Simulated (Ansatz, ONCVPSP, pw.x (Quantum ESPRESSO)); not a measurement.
**pw.x on bcc Mg: one setting changed**

Potential: optimised norm-conserving Vanderbilt (ONCV), ONCVPSP 4.0.1.1 (patched build), PBE; core [Ne], reference 3s2; waves: 3s: rc 2.20 bohr, ncon 4, nbas 9, qcut 3.8 1/bohr, 2 projectors, debl 3 Ha; p scattering state at 0.23 Ha: rc 2.05 bohr, ncon 4, nbas 8, qcut 4.9 1/bohr, 2 projectors, debl 3.3 Ha; d scattering state at 0.38 Ha: rc 1.85 bohr, ncon 4, nbas 9, qcut 5.1 1/bohr, 1 projector; local part: polynomial inside 1.20 bohr (lpopt 1, dvloc0 0 Ha); core correction: Teter function, fcfact 5.75, rcfact 1.05.

The reference run (k-mesh 13³, cutoffs 50/200 Ry, Fermi–Dirac 0.01 Ry, mixing_beta 0.4, conv_thr 1e-9, no spin) gives 0.47 GPa at 22.870 Å³/atom, where all-electron LAPW gives 0.19 GPa. This run, with its own iteration cap, changes smearing to mp.

```
&control
  calculation='scf', prefix='x', pseudo_dir='./', outdir='./tmp', tstress=.true., disk_io='none'
/
&system
  ibrav=0, nat=1, ntyp=1, ecutwfc=50, ecutrho=200, nbnd=8,
  occupations='smearing', smearing='mp', degauss=0.01
/
&electrons
  conv_thr=1e-09, mixing_beta=0.4, electron_maxstep=60
/
ATOMIC_SPECIES
Mg 1.0 Mg.UPF
CELL_PARAMETERS angstrom
  -1.78814222 1.78814222 1.78814222
  1.78814222 -1.78814222 1.78814222
  1.78814222 1.78814222 -1.78814222
ATOMIC_POSITIONS crystal
Mg 0.0000 0.0000 0.0000
K_POINTS automatic
13 13 13 0 0 0
```

```bash
pw.x < Mg.scf.in > Mg.scf.out
```

Q: How does the run end?

A: It converges in 6 iterations; the free energy moves by +16.7 meV/atom and the pressure by +0.02 GPa. This scheme is built to cancel the term in the square of the width that Fermi–Dirac smearing leaves in the F of a metal.

```
Message from routine setup:
     using ibrav=0 with symmetry is DISCOURAGED, use correct ibrav instead
     lattice parameter (alat)  =       5.8528  a.u.
     unit-cell volume          =     154.3344 (a.u.)^3
     number of electrons       =         2.00
     number of Kohn-Sham states=            8
     kinetic-energy cutoff     =      50.0000  Ry
     charge density cutoff     =     200.0000  Ry
     scf convergence threshold =      1.0E-09
     Exchange-correlation= PBE
     number of k points=    84  Methfessel-Paxton smearing, width (Ry)=  0.0100
     iteration #  1     ecut=    50.00 Ry     beta= 0.40
     total energy              =      -1.95702351 Ry
     estimated scf accuracy    <       0.00368563 Ry
     iteration #  2     ecut=    50.00 Ry     beta= 0.40
     total energy              =      -1.95695896 Ry
     estimated scf accuracy    <       0.00132091 Ry
     iteration #  3     ecut=    50.00 Ry     beta= 0.40
     total energy              =      -1.95696379 Ry
     estimated scf accuracy    <       0.00000003 Ry
     iteration #  4     ecut=    50.00 Ry     beta= 0.40
     c_bands:  1 eigenvalues not converged
     total energy              =      -1.95696403 Ry
     estimated scf accuracy    <          6.2E-09 Ry
     iteration #  5     ecut=    50.00 Ry     beta= 0.40
     total energy              =      -1.95696403 Ry
     estimated scf accuracy    <          1.1E-09 Ry
     iteration #  6     ecut=    50.00 Ry     beta= 0.40
     the Fermi energy is     3.7168 ev
!    total energy              =      -1.95696403 Ry
     estimated scf accuracy    <          4.1E-11 Ry
     smearing contrib. (-TS)   =      -0.00002059 Ry
     The total energy is F=E-TS. E is the sum of the following terms:
     one-electron contribution =       1.26617083 Ry
     hartree contribution      =       0.00385740 Ry
     xc contribution           =      -1.07300495 Ry
     ewald contribution        =      -2.15396673 Ry
     convergence has been achieved in   6 iterations
          total   stress  (Ry/bohr**3)                   (kbar)     P=        4.90
     Message from routine punch:
     Nothing written, as per user request (disk_io='none')
```

The run took about 7.1 s on one core of a shared host (Neoverse-V2, 192 threads, 742 GiB, load 94).
